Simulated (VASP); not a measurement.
# Ag (Im-3m) in VASP: a series of runs

Runs on Ag. Level: PBEsol. Tasks: single point.

All numbers are computed with VASP 6.6.1; they aren't measurements. Logs are shortened: lines on timing, memory, paths and dates and some standing lists are left out, and cuts for length are marked.

### Step 1. The crystal as given

Symmetry: Im-3m, No. 229, cubic system. The conventional cell has a = 3.311 Å, b = 3.311 Å, c = 3.311 Å, α = 90.00°, β = 90.00°, γ = 90.00°. Around Ag (site symmetry m-3m) lie 8 Ag at 2.87 Å.

This isn't the form of Ag at room conditions, which is fcc.

### Step 2. Single point, PBEsol

File INCAR:

```
SYSTEM = Ag
PREC = Accurate ; ENCUT = 520
EDIFF = 1E-6 ; ISMEAR = 0
SIGMA = 0.15 ; LREAL = .False.
LASPH = .True. ; NELM = 100
ALGO = Fast ; ISIF = 2
LWAVE = .False. ; LCHARG = .False.
GGA = PS ; NBANDS = 12
```

File KPOINTS:

```
regular mesh
0
Gamma
  20 20 20
  0 0 0
```

File POSCAR:

```
Ag
1.0
   -1.6556540000      1.6556540000      1.6556540000
    1.6556540000     -1.6556540000      1.6556540000
    1.6556540000      1.6556540000     -1.6556540000
Ag
1
Direct
    0.0000000000      0.0000000000      0.0000000000
```

Potentials or basis: VASP PAW PBE potentials, release 64 (Ag).

Started as:

```
$ cat potpaw_PBE.64/Ag/POTCAR > POTCAR
$ mpirun -np 1 vasp_std > vasp.out
```

OUTCAR:

```text
SYSTEM = Ag
   PREC = Accurate
   ENCUT = 520
   EDIFF = 1E-6
   ISMEAR = 0
   LREAL = .False.
   LASPH = .True.
   NELM = 100
   ISIF = 2
   GGA = PS

 ion  position               nearest neighbor table
   1  0.000  0.000  0.000-

  LATTYP: Found a body centered cubic cell.
 ALAT       =     3.3113080000

  Lattice vectors:

 A1 = (  -1.6556540000,   1.6556540000,   1.6556540000)
 A2 = (   1.6556540000,  -1.6556540000,   1.6556540000)
 A3 = (   1.6556540000,   1.6556540000,  -1.6556540000)

Analysis of symmetry for initial positions (statically):
=====================================================================
 Subroutine PRICEL returns:
 Original cell was already a primitive cell.

 Routine SETGRP: Setting up the symmetry group for a
 body centered cubic supercell.

 Subroutine GETGRP returns: Found 48 space group operations
 (whereof 48 operations were pure point group operations)
 out of a pool of 48 trial point group operations.

The static configuration has the point symmetry O_h .

Analysis of symmetry for dynamics (positions and initial velocities):
=====================================================================
 Subroutine PRICEL returns:
 Original cell was already a primitive cell.

 Routine SETGRP: Setting up the symmetry group for a
 body centered cubic supercell.

 Subroutine GETGRP returns: Found 48 space group operations
 (whereof 48 operations were pure point group operations)
 out of a pool of 48 trial point group operations.

The dynamic configuration has the point symmetry O_h .

 Subroutine INISYM returns: Found 48 space group operations
 (whereof 48 operations are pure point group operations),
 and found     1 'primitive' translations

----------------------------------------------------------------------------------------

                                     Primitive cell

  volume of cell :      18.1538

  direct lattice vectors                    reciprocal lattice vectors
    -1.655654000  1.655654000  1.655654000     0.000000000  0.301995465  0.301995465
     1.655654000 -1.655654000  1.655654000     0.301995465  0.000000000  0.301995465
     1.655654000  1.655654000 -1.655654000     0.301995465  0.301995465  0.000000000

  length of vectors
     2.867676848  2.867676848  2.867676848     0.427086083  0.427086083  0.427086083

  position of ions in fractional coordinates (direct lattice)
     0.000000000  0.000000000  0.000000000

  ion indices of the primitive-cell ions
   primitive index   ion index
                 1           1

----------------------------------------------------------------------------------------

 KPOINTS: regular mesh

Automatic generation of k-mesh.
 Grid dimensions read from file:
 generate k-points for:   20   20   20

 Generating k-lattice:

  Cartesian coordinates                     Fractional coordinates (reciprocal lattice)
     0.000000000  0.015099773  0.015099773     0.050000000  0.000000000  0.000000000
     0.015099773  0.000000000  0.015099773     0.000000000  0.050000000  0.000000000
     0.015099773  0.015099773  0.000000000     0.000000000  0.000000000  0.050000000

  Length of vectors
     0.021354304  0.021354304  0.021354304

  Shift w.r.t. Gamma in fractional coordinates (k-lattice)
     0.000000000  0.000000000  0.000000000

 Subroutine IBZKPT returns following result:
 ===========================================

 Found    256 irreducible k-points:

 Following reciprocal coordinates:
            Coordinates               Weight
  0.000000  0.000000  0.000000      1.000000
  0.050000  0.000000  0.000000     12.000000
  0.100000  0.000000  0.000000     12.000000
  0.150000  0.000000  0.000000     12.000000
  0.200000  0.000000  0.000000     12.000000
  0.250000  0.000000  0.000000     12.000000
[... 16 lines left out ...]
  0.200000  0.100000  0.000000     48.000000
  0.250000  0.100000  0.000000     48.000000
 [... further k-points ...]
   k-points           NKPTS =    256   k-points in BZ     NKDIM =    256   number of bands    NBANDS=     12
   number of dos      NEDOS =    301   number of ions     NIONS =      1
   total plane-waves  NPLWV =  13824
   dimension x,y,z NGX =    24 NGY =   24 NGZ =   24
   dimension x,y,z NGXF=    48 NGYF=   48 NGZF=   48
   ions per type =               1
   NGX,Y,Z   is equivalent  to a cutoff of  13.91, 13.91, 13.91 a.u.
   NGXF,Y,Z  is equivalent  to a cutoff of  27.83, 27.83, 27.83 a.u.
 SYSTEM =  Ag
   PREC   = accura    normal or accurate (medium, high low for compatibility)
   ISTART =      0    job   : 0-new  1-cont  2-samecut
   ICHARG =      2    charge: 1-file 2-atom 10-const
   ISPIN  =      1    spin polarized calculation?
   LNONCOLLINEAR =      F non collinear calculations
   LSORBIT =      F    spin-orbit coupling
   LASPH  =      T    aspherical Exc in radial PAW
   ENCUT  =  520.0 eV  38.22 Ry    6.18 a.u.   5.33  5.33  5.33*2*pi/ulx,y,z
   NELM   =    100;   NELMIN=  2; NELMDL= -5     # of ELM steps
   EDIFF  = 0.1E-05   stopping-criterion for ELM
   LREAL  =      F    real-space projection
   EDIFFG = 0.1E-04   stopping-criterion for IOM
   NSW    =      0    number of steps for IOM
   IBRION =     -1    ionic relax: 0-MD 1-quasi-New 2-CG
   NFREE  =      0    steps in history (QN), initial steepest desc. (CG)
   ISIF   =      2    stress and relaxation
   ISYM   =      2    0-nonsym 1-usesym 2-fastsym
   POTIM  = 0.5000    time-step for ionic-motion
   TEBEG  =    0.0;   TEEND  =   0.0 temperature during run
   PSTRESS=    0.0 pullay stress
   NELECT =      11.0000    total number of electrons
   NUPDOWN=      -1.0000    fix difference up-down
   EMIN   =  10.00;   EMAX   =-10.00  energy-range for DOS
   EFERMI =   0.00;   METHOD = LEGACY
   ISMEAR =     0;   SIGMA  =   0.15  broadening in eV -4-tet -1-fermi 0-gaus
   EFERMI_NEDOS =   21; number of points for ismear=-14 and -15
   IALGO  =     68    algorithm
   IMIX   =      4    mixing-type and parameters
     AMIX     =   0.40;   BMIX     =  1.00
     AMIX_MAG =   1.60;   BMIX_MAG =  1.00
  volume/ion in A,a.u.               =      18.15       122.51
  Fermi-wavevector in a.u.,A,eV,Ry     =   1.385318  2.617871 26.111022  1.919106
  Thomas-Fermi vector in A             =   2.509739
   LORBIT       =      0    0 simple, 1 ext, 2 COOP (PROOUT), +10 PAW based schemes
   GGA     = PS    functional components
   LHFCALC =     F    Hartree Fock is set to
   AEXX    =    0.0000 exact exchange contribution
   IVDW    =     0    specifies the selected vdW correction
   LEPSILON=     F    determine dielectric tensor
   LRPA    =     F    only Hartree local field effects (RPA)
 non-spin polarized calculation
 RMM-DIIS sequential band-by-band and
 Gauss-broadening in eV      SIGMA  =   0.15
  energy-cutoff  :      520.00
  volume of cell :       18.15
 maximum number of plane-waves:       498
 NGX is ok and might be reduce to    24
   NGX = 11   NGY = 11   NGZ = 11

 number of electron      11.0000001 magnetization

 Free energy of the ion-electron system (eV)
  ---------------------------------------------------
  ext. energy  EPLUGINS =         0.00000000
  ---------------------------------------------------
  free energy    TOTEN  =        -3.23612264 eV

  energy without entropy =       -3.23097426  energy(sigma->0) =       -3.23354845

 E-fermi :   7.3928     XC(G=0): -12.0408

 val. band max:        7.3921465312   @ k =  -0.4000   0.4500   0.1000
 cond. band min:       7.4184434510   @ k =   0.5000   0.0000   0.0000
 fundamental gap:      0.0262969197
 Fermi energy:         7.3928123399

 k-point     1 :       0.0000    0.0000    0.0000
  band No.  band energies     occupation
      1       0.0210      2.00000
      2       2.7340      2.00000
      3       2.7340      2.00000
      4       2.7340      2.00000
      5       3.9510      2.00000
      6       3.9510      2.00000
      7      25.1037      0.00000
      8      25.1037      0.00000
      9      25.1037      0.00000
     10      30.4564      0.00000
     11      30.4566      0.00000
     12      30.4593      0.00000

 k-point     2 :       0.0500    0.0000    0.0000
  band No.  band energies     occupation
      1       0.1000      2.00000
      2       2.7154      2.00000
      3       2.7371      2.00000
      4       2.7773      2.00000
      5       3.9304      2.00000
      6       3.9522      2.00000
      7      24.8803      0.00000
      8      25.0763      0.00000
      9      25.1498      0.00000
     10      29.3830      0.00000
     11      29.4656      0.00000
     12      29.9192      0.00000

 k-point     3 :       0.1000    0.0000    0.0000
  band No.  band energies     occupation
      1       0.3308      2.00000
      2       2.6619      2.00000
      3       2.7473      2.00000
      4       2.9050      2.00000
      5       3.8777      2.00000
      6       3.9563      2.00000
      7      24.1063      0.00000
      8      24.8973      0.00000
      9      25.2809      0.00000
     10      28.2919      0.00000
     11      28.5075      0.00000
     12      28.7633      0.00000

 k-point     4 :       0.1500    0.0000    0.0000
  band No.  band energies     occupation
      1       0.6886      2.00000
      2       2.5797      2.00000
      3       2.7749      2.00000
      4       3.1096      2.00000
      5       3.8162      2.00000
      6       3.9638      2.00000
      7      22.6962      0.00000
      8      24.3866      0.00000
      9      25.4775      0.00000
     10      27.4276      0.00000
     11      27.5827      0.00000
     12      28.2687      0.00000

 k-point     5 :       0.2000    0.0000    0.0000
  band No.  band energies     occupation
      1       1.1056      2.00000
      2       2.4780      2.00000
      3       2.8722      2.00000
      4       3.3782      2.00000
      5       3.7728      2.00000
      6       3.9751      2.00000
      7      20.8769      0.00000
      8      23.6023      0.00000
      9      25.7114      0.00000
     10      26.0764      0.00000
     11      27.2849      0.00000
     12      28.6349      0.00000
[... 228 lines left out ...]
      1       0.8950      2.00000
      2       2.5979      2.00000
      3       2.6647      2.00000
      4       3.2924      2.00000
      5       3.7673      2.00000
      6       3.9921      2.00000
      7      22.6179      0.00000
      8      23.1069      0.00000
      9      25.6924      0.00000
     10      25.7083      0.00000
     11      28.1739      0.00000
     12      29.3209      0.00000

 k-point    22 :       0.1500    0.1000   -0.0000
  band No.  band energies     occupation
      1       1.2982      2.00000
      2       2.5186      2.00000
      3       2.6730      2.00000
      4       3.6225      2.00000
      5       3.7198      2.00000
      6       4.0315      2.00000
      7      21.0198      0.00000
      8      22.1082      0.00000
      9      24.6081      0.00000
     10      25.9437      0.00000
     11      28.5051      0.00000
     12      29.4572      0.00000

 k-point    23 :       0.2000    0.1000    0.0000
  band No.  band energies     occupation
      1       1.6144      2.00000
      2       2.4101      2.00000
      3       2.8465      2.00000
      4       3.7073      2.00000
      5       3.9566      2.00000
      6       4.1776      2.00000
      7      19.0609      0.00000
      8      21.3397      0.00000
      9      23.6134      0.00000
     10      26.1935      0.00000
     11      29.0692      0.00000
     12      29.4103      0.00000

 k-point    24 :       0.2500    0.1000    0.0000
  band No.  band energies     occupation
      1       1.7119      2.00000
      2       2.3015      2.00000
      3       3.2259      2.00000
      4       3.7357      2.00000
      5       4.0531      2.00000
      6       4.7147      2.00000
      7      17.0888      0.00000
      8      20.6460      0.00000
      9      22.7197      0.00000
     10      26.4268      0.00000
     11      29.3017      0.00000
     12      29.7774      0.00000

 [... further k-points ...]
[... 5 lines left out ...]
  --------------------------------------------------------------------------------------
  -------------------------------------------------------------------------------------
  Total       -0.8212838     -0.8212838     -0.8212838      0.0000000      0.0000000     -0.0000000
  in kB      -72.4828258    -72.4828258    -72.4828258      0.0000000      0.0000000     -0.0000000
  external PRESSURE =     -72.4828258 kB  Pullay stress =       0.0000000 kB

 VOLUME and BASIS-vectors are now :
 -----------------------------------------------------------------------------
  energy-cutoff  :      520.00
  volume of cell :       18.15
      direct lattice vectors                 reciprocal lattice vectors
    -1.655654000  1.655654000  1.655654000     0.000000000  0.301995465  0.301995465
     1.655654000 -1.655654000  1.655654000     0.301995465  0.000000000  0.301995465
     1.655654000  1.655654000 -1.655654000     0.301995465  0.301995465  0.000000000

 POSITION                                       TOTAL-FORCE (eV/Angst)
 -----------------------------------------------------------------------------------
      0.00000      0.00000      0.00000        -0.000000      0.000000     -0.000000
 -----------------------------------------------------------------------------------
    total drift:                               -0.000000      0.000000      0.000000

  FREE ENERGIE OF THE ION-ELECTRON SYSTEM (eV)
  ---------------------------------------------------
  free  energy   TOTEN  =        -3.2361226357 eV

  energy  without entropy=       -3.2309742606  energy(sigma->0) =       -3.23354845
```

Wall time 14 s (1 thread of Intel Xeon 6975P-C (Granite Rapids), shared host); peak memory 0.18 GiB.

Results:

| Property | Result |
| --- | --- |
| Free energy | -3.2361 eV |
| Pressure | -7.2 GPa |
| Band gap on the k mesh | none (metal or under the smearing width) |

Levels at points of the mesh, in eV from the Fermi level:
```
           k point  band 2  band 3  band 4  band 5  band 6  band 7  band 8  band 9  band 10  band 11
(0.00, 0.00, 0.00)   -4.66   -4.66   -4.66   -3.44   -3.44   17.71   17.71   17.71    23.06    23.06
(0.50, 0.00, 0.00)   -5.37   -3.50   -3.34   -2.53    0.03    3.79   13.07   13.88    19.21    20.29
(0.50, 0.50, 0.50)   -5.95   -2.75   -2.75   -2.75    6.67    6.67    6.67   11.93    12.98    12.98
```

Caveat: the PAW data sets were made with another functional, which shifts forces and pressure a little.

[end of part 1 of 2]
